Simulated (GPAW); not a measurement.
# Zn (P6_3/mmc) in GPAW: settings compared

One crystal, Zn, is run at these levels: PBEsol+D3, PBEsol+D3(BJ), PBEsol+D3(BJ)+ATM, PBEsol+D4; tasks: relaxation of cell and atoms.

All numbers are computed with GPAW 26.7.0; they aren't measurements. Logs are shortened: lines on timing, memory, paths and dates and some standing lists are left out, and cuts for length are marked. The log counts tension as positive stress, the text compression.

## (1) The structure

The structure is hexagonal, space group P6_3/mmc (No. 194). The conventional cell has a = 2.670 Å, b = 2.670 Å, c = 4.966 Å, α = 90.00°, β = 90.00°, γ = 120.00°. Zn (site symmetry -6m2) has 12 Zn at 2.67 to 2.92 Å as nearest neighbours.

## (2) Relaxation of cell and atoms, PBEsol+D3

Input file run.py:

```python
from ase import Atoms
from ase.calculators.mixing import SumCalculator
from ase.filters import FrechetCellFilter
from ase.io import write
from ase.optimize import BFGS
from dftd3.ase import DFTD3
from gpaw import GPAW, PW, setup_paths

setup_paths.insert(0, '.')

atoms = Atoms(['Zn', 'Zn'],
              cell=[[2.67, 0.0, 0.0],
                    [-1.335, 2.3122878281, 0.0],
                    [0.0, 0.0, 4.966]],
              scaled_positions=[[0.6666666667, 0.3333333333, 0.75],
                                [0.3333333333, 0.6666666667, 0.25]],
              pbc=True)

calc = GPAW(mode=PW(600),
            xc='PBEsol',
            kpts={'size': (10, 10, 5), 'gamma': True},
            occupations={'name': 'fermi-dirac', 'width': 0.05},
            nbands=21,
            convergence={'density': 1e-05, 'forces': 0.0001},
            maxiter=150,
            txt='gpaw.txt')
atoms.calc = SumCalculator([calc, DFTD3(method='pbesol', damping='d3zero')])
opt = BFGS(FrechetCellFilter(atoms), trajectory='relax.traj', logfile='-')
done = opt.run(fmax=0.02, steps=60)
calc.write('gs.gpw')
write('result.traj', atoms)
print('Converged:', done)
print('Cell:', atoms.cell.cellpar().round(4))
print('Volume:', round(atoms.get_volume(), 4))
print(atoms.get_scaled_positions().round(5))
```

Potentials or basis: PAW data sets generated in the run's folder for this functional, pw.

Run with:

```console
gpaw-setup -f PBEsol Zn
OMP_NUM_THREADS=1 python run.py
```

gpaw.txt:

```text
__  _  _
 | _ |_)|_||  |
 |__||  | ||/\| - 26.7.0

Input parameters:
  mode=PW(ecut=600.0),
  convergence={'density': 1e-05, 'forces': 0.0001},
  kpts=MonkhorstPack(size=(10, 10, 5), gamma=True),
  maxiter=150,
  nbands=21,
  occupations=Occupations(name='fermi-dirac', width=0.05),
  xc=XC(name='PBEsol')

Diagonalizing LCAO Hamiltonian
Converting LCAO to pw mode

          Zn

        Zn

Atoms  # Å, Bohr magnetons
|   | symbol |         x |        y |        z |    initial magnetic moments |
|---|--------|-----------|----------|----------|-----------------------------|
| 0 |     Zn |  1.335000 | 0.770763 | 3.724500 | ( 0.0000,  0.0000,  0.0000) |
| 1 |     Zn | -0.000000 | 1.541525 | 1.241500 | ( 0.0000,  0.0000,  0.0000) |

Unit cell  # Å
| periodic |         x |        y |        z |  lengths |     angles |
|----------|-----------|----------|----------|----------|------------|
|      yes |  2.670000 | 0.000000 | 0.000000 | 2.670000 |  90.000000 |
|      yes | -1.335000 | 2.312288 | 0.000000 | 2.670000 |  90.000000 |
|      yes |  0.000000 | 0.000000 | 4.966000 | 4.966000 | 120.000000 |

Number of symmetries: 12
Symmetry operations  # r_c * U_cc + t_c -> r_c
|    | kind |            matrix            |
|----|------|------------------------------|
|  0 |  σ   |  1, 1, 0,  0,-1, 0,  0, 0, 1 |
|  1 |  S6  |  1, 1, 0, -1, 0, 0,  0, 0,-1 |
|  2 |  E   |  1, 0, 0,  0, 1, 0,  0, 0, 1 |
|  3 |  C2  |  1, 0, 0, -1,-1, 0,  0, 0,-1 |
|  4 |  C2  |  0, 1, 0,  1, 0, 0,  0, 0,-1 |
|  5 |  C3  |  0, 1, 0, -1,-1, 0,  0, 0, 1 |
|  6 |  S6  |  0,-1, 0,  1, 1, 0,  0, 0,-1 |
|  7 |  σ   |  0,-1, 0, -1, 0, 0,  0, 0, 1 |
|  8 |  σ   | -1, 0, 0,  1, 1, 0,  0, 0, 1 |
|  9 |  i   | -1, 0, 0,  0,-1, 0,  0, 0,-1 |
| 10 |  C3  | -1,-1, 0,  1, 0, 0,  0, 0, 1 |
| 11 |  C2  | -1,-1, 0,  0, 1, 0,  0, 0,-1 |
[... 168 lines left out ...]
Stress tensor  # eV/Ang^3
|         x |         y |         z |
|-----------|-----------|-----------|
|  0.041560 | -0.000000 |  0.000000 |
| -0.000000 |  0.041560 | -0.000000 |
|  0.000000 | -0.000000 |  0.028515 |

Forces  # eV/Ang
|        x |       y |        z |
|----------|---------|----------|
|  0.00000 | 0.00000 |  0.00001 |  # Zn   0
| -0.00000 | 0.00000 | -0.00001 |  # Zn   1

Interpolating wave functions to new cell

          Zn

        Zn

Atoms  # Å, Bohr magnetons
|   | symbol |         x |        y |        z |    initial magnetic moments |
|---|--------|-----------|----------|----------|-----------------------------|
| 0 |     Zn |  1.325960 | 0.765543 | 3.706121 | ( 0.0000,  0.0000,  0.0000) |
| 1 |     Zn | -0.000000 | 1.531086 | 1.235373 | ( 0.0000,  0.0000,  0.0000) |

Unit cell  # Å
| periodic |         x |         y |        z |  lengths |     angles |
|----------|-----------|-----------|----------|----------|------------|
|      yes |  2.651920 | -0.000000 | 0.000000 | 2.651920 |  90.000000 |
|      yes | -1.325960 |  2.296630 | 0.000000 | 2.651920 |  90.000000 |
|      yes |  0.000000 |  0.000000 | 4.941494 | 4.941494 | 120.000000 |

Number of symmetries: 12
Symmetry operations  # r_c * U_cc + t_c -> r_c
|    | kind |            matrix            |
|----|------|------------------------------|
|  0 |  σ   |  1, 1, 0,  0,-1, 0,  0, 0, 1 |
|  1 |  S6  |  1, 1, 0, -1, 0, 0,  0, 0,-1 |
|  2 |  E   |  1, 0, 0,  0, 1, 0,  0, 0, 1 |
|  3 |  C2  |  1, 0, 0, -1,-1, 0,  0, 0,-1 |
|  4 |  C2  |  0, 1, 0,  1, 0, 0,  0, 0,-1 |
|  5 |  C3  |  0, 1, 0, -1,-1, 0,  0, 0, 1 |
|  6 |  S6  |  0,-1, 0,  1, 1, 0,  0, 0,-1 |
|  7 |  σ   |  0,-1, 0, -1, 0, 0,  0, 0, 1 |
|  8 |  σ   | -1, 0, 0,  1, 1, 0,  0, 0, 1 |
|  9 |  i   | -1, 0, 0,  0,-1, 0,  0, 0,-1 |
| 10 |  C3  | -1,-1, 0,  1, 0, 0,  0, 0, 1 |
| 11 |  C2  | -1,-1, 0,  0, 1, 0,  0, 0,-1 |
[... 166 lines left out ...]
Stress tensor  # eV/Ang^3
|         x |         y |         z |
|-----------|-----------|-----------|
|  0.032333 |  0.000000 | -0.000000 |
|  0.000000 |  0.032333 | -0.000000 |
| -0.000000 | -0.000000 |  0.023804 |

Forces  # eV/Ang
|        x |        y |        z |
[... 38 lines left out ...]
| 0 |     Zn |  1.282671 | 0.740550 | 3.607199 | ( 0.0000,  0.0000,  0.0000) |
| 1 |     Zn | -0.000000 | 1.481101 | 1.202398 | ( 0.0000,  0.0000,  0.0000) |
[... 190 lines left out ...]
Stress tensor  # eV/Ang^3
|         x |         y |         z |
|-----------|-----------|-----------|
| -0.029884 | -0.000000 | -0.000000 |
| -0.000000 | -0.029884 |  0.000000 |
|  0.000000 |  0.000000 | -0.010342 |

Forces  # eV/Ang
|        x |        y |        z |
|----------|----------|----------|
| -0.00000 |  0.00000 | -0.00001 |  # Zn   0
|  0.00000 | -0.00000 |  0.00001 |  # Zn   1

Interpolating wave functions to new cell

          Zn

        Zn

Atoms  # Å, Bohr magnetons
|   | symbol |         x |        y |        z |    initial magnetic moments |
|---|--------|-----------|----------|----------|-----------------------------|
| 0 |     Zn |  1.281690 | 0.739984 | 3.600277 | ( 0.0000,  0.0000,  0.0000) |
| 1 |     Zn | -0.000000 | 1.479968 | 1.200090 | ( 0.0000,  0.0000,  0.0000) |
[... 189 lines left out ...]
Stress tensor  # eV/Ang^3
|         x |         y |         z |
|-----------|-----------|-----------|
| -0.031990 | -0.000000 |  0.000000 |
| -0.000000 | -0.031990 |  0.000000 |
|  0.000000 | -0.000000 | -0.012747 |

Forces  # eV/Ang
|        x |       y |        z |
|----------|---------|----------|
|  0.00000 | 0.00000 | -0.00001 |  # Zn   0
| -0.00000 | 0.00000 |  0.00001 |  # Zn   1

Interpolating wave functions to new cell

          Zn

        Zn

Atoms  # Å, Bohr magnetons
|   | symbol |         x |        y |        z |    initial magnetic moments |
|---|--------|-----------|----------|----------|-----------------------------|
| 0 |     Zn |  1.281214 | 0.739709 | 3.577241 | ( 0.0000,  0.0000,  0.0000) |
| 1 |     Zn | -0.000000 | 1.479418 | 1.192413 | ( 0.0000,  0.0000,  0.0000) |
[... 189 lines left out ...]
Stress tensor  # eV/Ang^3
|         x |         y |         z |
|-----------|-----------|-----------|
| -0.034313 | -0.000000 |  0.000000 |
| -0.000000 | -0.034313 | -0.000000 |
|  0.000000 | -0.000000 | -0.020156 |

Forces  # eV/Ang
|        x |       y |        z |
|----------|---------|----------|
| -0.00000 | 0.00000 |  0.00000 |  # Zn   0
|  0.00000 | 0.00000 | -0.00000 |  # Zn   1

Interpolating wave functions to new cell

          Zn

        Zn

Atoms  # Å, Bohr magnetons
|   | symbol |         x |        y |        z |    initial magnetic moments |
|---|--------|-----------|----------|----------|-----------------------------|
| 0 |     Zn |  1.282827 | 0.740641 | 3.564281 | ( 0.0000,  0.0000,  0.0000) |
| 1 |     Zn | -0.000000 | 1.481281 | 1.188093 | ( 0.0000,  0.0000,  0.0000) |
[... 134 lines left out ...]
SCF iterations
|iter     | |      energy | eigst |  dens |force |
|---------|-|-------------|-------|-------|------|
|iter:   1| |   -3.329191 | -1.78 |       |      |
|iter:   2| |   -3.329165 | -3.99 | -2.85 |      |
|iter:   3| |   -3.328941c| -4.75 | -2.88 |      |
|iter:   4| |   -3.328930c| -5.84 | -3.52 |      |
|iter:   5| |   -3.328931c| -7.60c| -4.41 |      |
|iter:   6| |   -3.328930c| -8.37c| -4.91 |      |
|iter:   7| |   -3.328930c| -9.72c| -5.60c|      |
|iter:   8| |   -3.328930c|-10.39c| -6.36c|-6.68c|

Converged in 8 steps
Energy contributions relative to reference atoms: (reference = -97645.491220)

Energy contributions:
  Kinetic:          -3.154023
  Coulomb:           7.230184
  Zero:             -0.075942
  External:          0.000000
  Xc:               -7.327598
  Entropy:          -0.003102
  Spinorbit:         0.000000
  ----------------------------
  Free energy:      -3.330482
  Extrapolated:     -3.328930
[... 29 lines left out ...]
Stress tensor  # eV/Ang^3
|         x |         y |         z |
|-----------|-----------|-----------|
| -0.032440 | -0.000000 |  0.000000 |
| -0.000000 | -0.032440 | -0.000000 |
|  0.000000 |  0.000000 | -0.023607 |

Forces  # eV/Ang
|        x |        y |        z |
|----------|----------|----------|
| -0.00000 | -0.00000 |  0.00001 |  # Zn   0
|  0.00000 |  0.00000 | -0.00001 |  # Zn   1

Interpolating wave functions to new cell

          Zn

        Zn

Atoms  # Å, Bohr magnetons
|   | symbol |         x |        y |        z |    initial magnetic moments |
|---|--------|-----------|----------|----------|-----------------------------|
| 0 |     Zn |  1.284649 | 0.741692 | 3.559386 | ( 0.0000,  0.0000,  0.0000) |
| 1 |     Zn | -0.000000 | 1.483384 | 1.186461 | ( 0.0000,  0.0000,  0.0000) |
[... 189 lines left out ...]
Stress tensor  # eV/Ang^3
|         x |         y |         z |
|-----------|-----------|-----------|
| -0.029728 | -0.000000 |  0.000000 |
| -0.000000 | -0.029728 | -0.000000 |
|  0.000000 |  0.000000 | -0.024304 |

Forces  # eV/Ang
|        x |        y |        z |
|----------|----------|----------|
|  0.00000 | -0.00000 |  0.00001 |  # Zn   0
| -0.00000 |  0.00000 | -0.00001 |  # Zn   1

# Writing to gs.gpw (mode='')
```

Wall time 4 min (1 thread of Intel Xeon at 2.50GHz (Skylake/Cascade Lake), shared host); peak memory 0.26 GiB.

Results:

- Free energy: -3.9551 eV
- Relaxed volume: 13.57 Å³/atom
- Relaxed cell: a = 2.569 Å, b = 2.569 Å, c = 4.746 Å, α = 90.00°, β = 90.00°, γ = 120.00°
- Space group after relaxing (to 0.05 Å): P6_3/mmc (No. 194)
- Energy gained by relaxing: 55.0 meV/atom
- Ionic steps: 8
- Pressure after relaxing: 0.1 GPa
- Band gap on the k mesh: none (metal or under the smearing width)
- Dispersion energy per atom: -0.312 eV

Step by step:
```
step  energy change (eV)  largest force (eV/Å)  pressure (GPa)  volume (Å³)
   1              0.0000                0.0000           -9.04        30.66
   2             -0.0304                0.0000           -7.99        30.10
   3             -0.1025                0.0000            2.41        26.70
   4             -0.1081                0.0000           -0.55        27.41
   5             -0.1086                0.0000           -0.23        27.32
   6             -0.1096                0.0000            0.34        27.12
   7             -0.1100                0.0000            0.32        27.09
   8             -0.1100                0.0000            0.08        27.13
```

Final structure:
```xyz
2
Lattice="2.5693 0.0000 0.0000 -1.2846 2.2251 0.0000 0.0000 0.0000 4.7458" Properties=species:S:1:pos:R:3 pbc="T T T"
Zn    1.2846    0.7417    3.5594
Zn    0.0000    1.4834    1.1865
```

Levels at points of the mesh, in eV from the Fermi level:
| k point | band 9 | band 10 | band 11 | band 12 | band 13 | band 14 | band 15 | band 16 |
| --- | --- | --- | --- | --- | --- | --- | --- | --- |
| (0.00, 0.00, 0.00) | -7.42 | -7.16 | -7.16 | -4.17 | -2.79 | 14.84 | 18.44 | 18.83 |
| (0.50, 0.50, 0.00) | -6.95 | -6.93 | -3.17 | -2.19 | 3.01 | 3.69 | 4.91 | 6.03 |

Caveat: later steps reuse the first step's grids; pairwise dispersion overbinds metals, which lowers pressure and volume.

## (3) Relaxation of cell and atoms, PBEsol+D3(BJ)

run.py: that of step 2 with these lines changed.

```diff
@@ -26,3 +26,3 @@
             txt='gpaw.txt')
-atoms.calc = SumCalculator([calc, DFTD3(method='pbesol', damping='d3zero')])
+atoms.calc = SumCalculator([calc, DFTD3(method='pbesol', damping='d3bj')])
 opt = BFGS(FrechetCellFilter(atoms), trajectory='relax.traj', logfile='-')
```

Potentials or basis: PAW data sets generated in the run's folder for this functional, pw.

Run with:

```console
gpaw-setup -f PBEsol Zn
OMP_NUM_THREADS=1 python run.py
```

Run time: 4.8 min. Hardware: 1 thread of Intel Xeon at 2.50GHz (Skylake/Cascade Lake), shared host; peak memory 0.26 GiB.

Results (log left out):

```
Free energy                            : -4.1379 eV
Relaxed volume                         : 13.49 Å³/atom
Relaxed cell                           : a = 2.571 Å, b = 2.571 Å, c = 4.711 Å, α = 90.00°, β = 90.00°, γ = 120.00°
Space group after relaxing (to 0.05 Å) : P6_3/mmc (No. 194)
Energy gained by relaxing              : 61.7 meV/atom
Ionic steps                            : 8
Pressure after relaxing                : 0.0 GPa
Band gap on the k mesh                 : none (metal or under the smearing width)
Dispersion energy per atom             : -0.405 eV
```

Stress tensor (GPa, compression positive):
```
 0.05  0.00  0.00
 0.00  0.05  0.00
 0.00  0.00 -0.04
```

The path:
| step | energy change (eV) | largest force (eV/Å) | pressure (GPa) | volume (Å³) |
| --- | --- | --- | --- | --- |
| 1 | 0.0000 | 0.0000 | -9.76 | 30.66 |
| 2 | -0.0350 | 0.0000 | -8.58 | 30.05 |
| 3 | -0.1151 | 0.0000 | 2.51 | 26.56 |
| 4 | -0.1209 | 0.0000 | -0.51 | 27.26 |
| 5 | -0.1215 | 0.0000 | -0.24 | 27.18 |
| 6 | -0.1232 | 0.0000 | 0.38 | 26.94 |
| 7 | -0.1234 | 0.0000 | 0.22 | 26.95 |
| 8 | -0.1234 | 0.0000 | 0.02 | 26.97 |

Final structure:
```
CELL_PARAMETERS angstrom
2.57130 0.00000 0.00000
-1.28565 2.22681 0.00000
0.00000 0.00000 4.71063
ATOMIC_POSITIONS crystal
Zn 0.66667 0.33333 0.75000
Zn 0.33333 0.66667 0.25000
```

Levels at points of the mesh, in eV from the Fermi level:
| k point | band 8 | band 9 | band 10 | band 11 | band 12 | band 13 | band 14 | band 15 | band 16 | band 17 |
| --- | --- | --- | --- | --- | --- | --- | --- | --- | --- | --- |
| (0.00, 0.00, 0.00) | -7.53 | -7.53 | -7.25 | -7.25 | -4.24 | -2.77 | 15.11 | 18.62 | 18.65 | 18.65 |
| (0.50, 0.50, 0.00) | -7.25 | -7.05 | -7.02 | -3.30 | -2.31 | 3.00 | 3.62 | 4.92 | 5.98 | 10.62 |

Caveat: later steps reuse the first step's grids; pairwise dispersion overbinds metals, which lowers pressure and volume.

## (4) Relaxation of cell and atoms, PBEsol+D3(BJ)+ATM

run.py: that of step 3 with these lines changed.

```diff
@@ -26,3 +26,3 @@
             txt='gpaw.txt')
-atoms.calc = SumCalculator([calc, DFTD3(method='pbesol', damping='d3bj')])
+atoms.calc = SumCalculator([calc, DFTD3(damping='d3bj', params_tweaks=dict(method='pbesol', atm=True))])
 opt = BFGS(FrechetCellFilter(atoms), trajectory='relax.traj', logfile='-')
```

Run with:

```console
gpaw-setup -f PBEsol Zn
OMP_NUM_THREADS=1 python run.py
```

Run time: 4 min. Hardware: 1 thread of Intel Xeon at 2.50GHz (Skylake/Cascade Lake), shared host; peak memory 0.24 GiB.

Results (log left out):

```
Free energy                            : -4.0450 eV
Relaxed volume                         : 13.64 Å³/atom
Relaxed cell                           : a = 2.577 Å, b = 2.577 Å, c = 4.743 Å, α = 90.00°, β = 90.00°, γ = 120.00°
Space group after relaxing (to 0.05 Å) : P6_3/mmc (No. 194)
Energy gained by relaxing              : 51.6 meV/atom
Ionic steps                            : 7
Pressure after relaxing                : 0.1 GPa
Band gap on the k mesh                 : none (metal or under the smearing width)
Dispersion energy per atom             : -0.355 eV
```

Stress tensor (GPa, compression positive):
```
 0.16  0.00  0.00
 0.00  0.16  0.00
 0.00  0.00 -0.02
```

The path:
```
step  energy change (eV)  largest force (eV/Å)  pressure (GPa)  volume (Å³)
   1              0.0000                0.0000           -8.99        30.66
   2             -0.0297                0.0000           -7.86        30.10
   3             -0.0974                0.0000            1.99        26.94
   4             -0.1014                0.0000           -0.40        27.51
   5             -0.1019                0.0000           -0.22        27.46
   6             -0.1032                0.0000            0.25        27.25
   7             -0.1033                0.0000            0.10        27.27
```

Final structure:
```
Zn
1.0
     2.57669    0.00000    0.00000
    -1.28834    2.23148    0.00000
     0.00000    0.00000    4.74317
Zn
2
Cartesian
  1.2883 0.7438 3.5574
  0.0000 1.4877 1.1858
```

Levels at points of the mesh, in eV from the Fermi level:
```tsv
k point	band 8	band 9	band 10	band 11	band 12	band 13	band 14	band 15	band 16	band 17
(0.00, 0.00, 0.00)	-7.45	-7.45	-7.18	-7.18	-4.15	-2.79	14.88	18.44	18.65	18.65
(0.50, 0.50, 0.00)	-7.19	-6.98	-6.95	-3.19	-2.24	2.98	3.65	4.86	5.99	10.67
```

Caveat: later steps reuse the first step's grids; pairwise dispersion overbinds metals, which lowers pressure and volume.

## (5) Relaxation of cell and atoms, PBEsol+D4

run.py: that of step 4 with these lines changed.

```diff
@@ -5,3 +5,3 @@
 from ase.optimize import BFGS
-from dftd3.ase import DFTD3
+from dftd4.ase import DFTD4
 from gpaw import GPAW, PW, setup_paths
@@ -26,3 +26,3 @@
             txt='gpaw.txt')
-atoms.calc = SumCalculator([calc, DFTD3(damping='d3bj', params_tweaks=dict(method='pbesol', atm=True))])
+atoms.calc = SumCalculator([calc, DFTD4(method='pbesol')])
 opt = BFGS(FrechetCellFilter(atoms), trajectory='relax.traj', logfile='-')
```

Run with:

```console
gpaw-setup -f PBEsol Zn
OMP_NUM_THREADS=1 python run.py
```

Run time: 3.5 min. Hardware: 1 thread of Intel Xeon at 2.50GHz (Skylake/Cascade Lake), shared host; peak memory 0.24 GiB.

It converged, with:

```
Free energy                            : -3.7485 eV
Relaxed volume                         : 13.84 Å³/atom
Relaxed cell                           : a = 2.586 Å, b = 2.586 Å, c = 4.779 Å, α = 90.00°, β = 90.00°, γ = 120.00°
Space group after relaxing (to 0.05 Å) : P6_3/mmc (No. 194)
Energy gained by relaxing              : 39.0 meV/atom
Ionic steps                            : 6
Pressure after relaxing                : 0.1 GPa
Band gap on the k mesh                 : none (metal or under the smearing width)
Dispersion energy per atom             : -0.203 eV
```

Stress tensor (GPa, compression positive):
```
0.15 0.00 0.00
0.00 0.15 0.00
0.00 0.00 0.01
```

The path:
```
step  energy change (eV)  largest force (eV/Å)  pressure (GPa)  volume (Å³)
   1              0.0000                0.0000           -7.79        30.66
   2             -0.0224                0.0000           -6.79        30.17
   3             -0.0743                0.0000            1.40        27.44
   4             -0.0766                0.0000           -0.29        27.87
   5             -0.0769                0.0000           -0.20        27.84
   6             -0.0779                0.0000            0.10        27.67
```

Final structure:
```
CELL_PARAMETERS angstrom
2.58589 0.00000 0.00000
-1.29294 2.23944 0.00000
0.00000 0.00000 4.77896
ATOMIC_POSITIONS crystal
Zn 0.66667 0.33333 0.75000
Zn 0.33333 0.66667 0.25000
```

Levels at points of the mesh, in eV from the Fermi level:
```
           k point  band 9  band 10  band 11  band 12  band 13  band 14  band 15  band 16
(0.00, 0.00, 0.00)   -7.37    -7.11    -7.11    -4.05    -2.81    14.64    18.23    18.58
(0.50, 0.50, 0.00)   -6.91    -6.89    -3.09    -2.17     2.96     3.68     4.79     5.99
```

Caveat: later steps reuse the first step's grids; pairwise dispersion overbinds metals, which lowers pressure and volume.

## (6) The runs side by side

```csv
level,gap on the mesh (eV),pressure (GPa),relaxed volume (Å³/atom)
PBEsol+D3,none,0.1,13.57
PBEsol+D3(BJ),none,0.0,13.49
PBEsol+D3(BJ)+ATM,none,0.1,13.64
PBEsol+D4,none,0.1,13.84
```

Alike in all rows: task relaxation of cell and atoms; potentials or basis PAW data sets generated in the run's folder for this functional, pw; no spin polarisation; cell relaxed; k mesh 10 × 10 × 5; cutoff (eV) 600; smearing fermi-dirac 0.05 eV.

Caveats: later steps reuse the first step's grids; pairwise dispersion overbinds metals, which lowers pressure and volume.

Absolute energies hang on the potentials; compare differences alone.
